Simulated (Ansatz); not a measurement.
Be2C (Fm-3m) from a database of computed structures at its r2SCAN geometry, run in the PAW code Ansatz at 4 levels of theory. Calculated for a static, non-magnetic cell.

The LDA input:
```yaml
crystal:
  lattice:
    - [0.0, 2.1604856485, 2.1604856485]
    - [2.1604856485, 0.0, 2.1604856485]
    - [2.1604856485, 2.1604856485, 0.0]
  atoms:
    - { symbol: Be, position: [0.75, 0.75, 0.75] }
    - { symbol: Be, position: [0.25, 0.25, 0.25] }
    - { symbol: C, position: [0.0, 0.0, 0.0] }
kpoints:
  mp_grid: { grid: [10, 10, 10] }
  band_path:
    path:
      - [0.0, 0.0, 0.0]
      - [0.5, 0.0, 0.5]
      - [0.625, 0.25, 0.625]
      - [0.375, 0.375, 0.75]
      - [0.5, 0.5, 0.5]
      - [0.5, 0.25, 0.75]
      - [0.0, 0.5, 0.5]
    npoints: 1
hamiltonian:
  xc: lda
scf:
  occupations: { method: fixed }
  n_extra_bands: 4
output:
  forces: true
  stress: true
  eigenvalues: true
```

Main results, then, where recorded, the levels near the gap in eV from the Fermi energy (columns number the bands from 0), one row a point of the path (Γ, X, U, K, L, W, X):
```
Crystal: 3 atoms, lattice volume = 20.169 Å³
Symmetry: 48 space group operations
Space group: Fm-3m (ITA 225)
```
```
Basis set: ecut = 420 eV, 411 PW (Γ)
k-points: 47 of 1000
SCF 1 converged in 6 iterations: F = -420.339338 eV  dr2 = 9.51e-11
Free energy (F): -420.339338 eV
Fermi energy:    9.426985 eV
--- Stress (GPa, compression-positive) ---
       -7.481621       0.000000       0.000000
        0.000000      -7.481621       0.000000
        0.000000       0.000000      -7.481621
  P = ⅓ Tr σ = -7.4816 GPa (-74.816 kbar)
```
```tsv
band_0	band_1	band_2	band_3	band_4	band_5	band_6
-14.907	0.000	0.000	0.000	4.041	4.041	4.041
-11.302	-6.717	-4.766	-4.766	1.188	5.847	13.147
-11.128	-6.875	-6.247	-4.022	3.335	8.342	11.515
-11.128	-6.875	-6.247	-4.022	3.335	8.342	11.515
-12.029	-8.721	-1.849	-1.849	4.944	4.944	7.176
-10.958	-6.308	-5.881	-5.881	5.697	8.158	9.552
-11.302	-6.717	-4.766	-4.766	1.188	5.847	13.147
```

LDA gives an indirect gap of 1.19 eV, from Γ to X; the least direct gap is 4.04 eV at Γ.

Problem. In the first input these blocks are replaced (the band path and keys that only write files left aside):
```yaml
hamiltonian:
  xc: r2scan
```
What comes out?

Solution.
```
Basis set: ecut = 500 eV, 531 PW (Γ)
k-points: 47 of 1000
SCF 1 converged in 6 iterations: F = -439.208243 eV  dr2 = 2.15e-8
Free energy (F): -439.208243 eV
Fermi energy:    9.631072 eV
--- Stress (GPa, compression-positive) ---
       -0.002780       0.000000       0.000000
        0.000000      -0.002780       0.000000
        0.000000       0.000000      -0.002780
  P = ⅓ Tr σ = -0.0028 GPa (-0.028 kbar)
```
```tsv
band_0	band_1	band_2	band_3	band_4	band_5	band_6
-15.971	0.000	0.000	0.000	4.648	4.648	4.648
-12.185	-7.145	-4.925	-4.925	1.531	6.214	14.473
-12.046	-7.109	-6.622	-4.148	3.741	8.977	12.560
-12.046	-7.109	-6.622	-4.148	3.741	8.977	12.560
-13.003	-9.103	-1.906	-1.906	5.560	5.560	7.618
-11.878	-6.443	-6.204	-6.204	6.296	8.883	10.310
-12.185	-7.145	-4.925	-4.925	1.531	6.214	14.473
```
With r2SCAN the valence top lies at Γ and the conduction bottom at X, 1.53 eV higher; the smallest vertical gap, at Γ, is 4.65 eV. The mean stress is close to zero (0.00 GPa).

Problem. In the first input these blocks are replaced (the band path and keys that only write files left aside):
```yaml
crystal:
  host: atoms
kpoints:
  mp_grid: { grid: [8, 8, 8] }
hamiltonian:
  xc:
    exchange: pbe
    correlation: pbe
    exx: { coeff: inverse_dielectric }
```
What comes out?

Solution.
```
ε∞ on k-mesh 4×4×4 of a primitive cell: xx 6.9675, yy 6.9675, zz 6.9675; 3/Tr ε∞, of that cell with its empty space = 0.14352290315765076
Basis set: ecut = 420 eV, 411 PW (Γ)
k-points: 29 of 512
SCF 1 stopped early in 2 iterations: F = -437.168509 eV  dr2 = 3.60e-6
SCF 2 stopped early in 5 iterations: F = -437.462781 eV  dr2 = 2.43e-7
hybrid outer 1: dexx = +5.217e-4 eV, tail = 7.87e-7 eV
SCF 3 converged in 2 iterations: F = -437.462787 eV  dr2 = 8.57e-10
hybrid outer 2: dexx = +1.010e-8 eV, tail = 1.91e-9 eV, Δε = 3.46e-4 eV
Free energy (F): -437.462787 eV
Fermi energy:    9.191135 eV
--- Stress (GPa, compression-positive) ---
       -0.869093       0.000000       0.000000
        0.000000      -0.869093       0.000000
        0.000000       0.000000      -0.869093
  P = ⅓ Tr σ = -0.8691 GPa (-8.691 kbar)
```
```tsv
band_0	band_1	band_2	band_3	band_4	band_5	band_6
-16.085	0.000	0.000	0.000	5.100	5.100	5.100
-12.238	-7.289	-5.052	-5.052	1.980	6.765	14.781
-12.076	-7.310	-6.762	-4.263	4.220	9.455	12.951
-12.076	-7.310	-6.762	-4.263	4.220	9.455	12.951
-13.046	-9.338	-1.965	-1.965	6.007	6.007	8.180
-11.900	-6.653	-6.340	-6.340	6.745	9.365	10.744
-12.238	-7.289	-5.052	-5.052	1.980	6.765	14.781
```
The DDH-PBE0 gap is indirect, 1.98 eV (Γ to X), below the direct gap of 5.10 eV at Γ. The mean pressure is -0.9 GPa (compression positive), so DDH-PBE0 would shrink the cell's volume. (The program warns that its thresholds are loose for a hybrid's stress.)

Problem. Another run on the same cell gave
```
Basis set: ecut = 420 eV, 411 PW (Γ)
k-points: 29 of 512
SCF 1 stopped early in 2 iterations: F = -437.164992 eV  dr2 = 3.99e-6
SCF 2 stopped early in 5 iterations: F = -437.689253 eV  dr2 = 9.82e-7
hybrid outer 1: dexx = +2.686e-3 eV, tail = 4.41e-6 eV
SCF 3 converged in 3 iterations: F = -437.689274 eV  dr2 = 6.34e-9
hybrid outer 2: dexx = +3.909e-8 eV, tail = 1.35e-8 eV, Δε = 1.00e-3 eV
Free energy (F): -437.689274 eV
Fermi energy:    8.836413 eV
--- Stress (GPa, compression-positive) ---
       -2.217975       0.000000       0.000000
        0.000000      -2.217975       0.000000
        0.000000       0.000000      -2.217975
  P = ⅓ Tr σ = -2.2180 GPa (-22.180 kbar)
```
```tsv
band_0	band_1	band_2	band_3	band_4	band_5	band_6
-16.823	0.000	0.000	0.000	5.827	5.827	5.827
-12.814	-7.646	-5.267	-5.267	2.597	7.517	15.875
-12.651	-7.619	-7.088	-4.446	4.901	10.297	13.940
-12.651	-7.619	-7.088	-4.446	4.901	10.297	13.940
-13.664	-9.757	-2.053	-2.053	6.749	6.749	9.017
-12.469	-6.912	-6.640	-6.640	7.501	10.255	11.622
-12.814	-7.646	-5.267	-5.267	2.597	7.517	15.875
```
Which level of theory and mesh gave it?

Solution. It is PBE0, judged by the exchange loop and the size of the gap (a near hybrid could fit too), on 8×8×8; the blocks that differ from the first input, but for the band path:
```yaml
kpoints:
  mp_grid: { grid: [8, 8, 8] }
hamiltonian:
  xc: pbe0
```
PBE0 gives an indirect gap of 2.60 eV, from Γ to X; the least direct gap is 5.83 eV at Γ. At this geometry PBE0 finds -2.2 GPa, compression counted positive: its own equilibrium volume is smaller. The stress of a hybrid is loosely converged here.

Small level splittings and stresses of the hybrids carry the error of their coarser meshes.

Totals of different functionals can't be compared.

The meshes of the hybrids are coarse, so their gaps aren't converged to the digits shown.
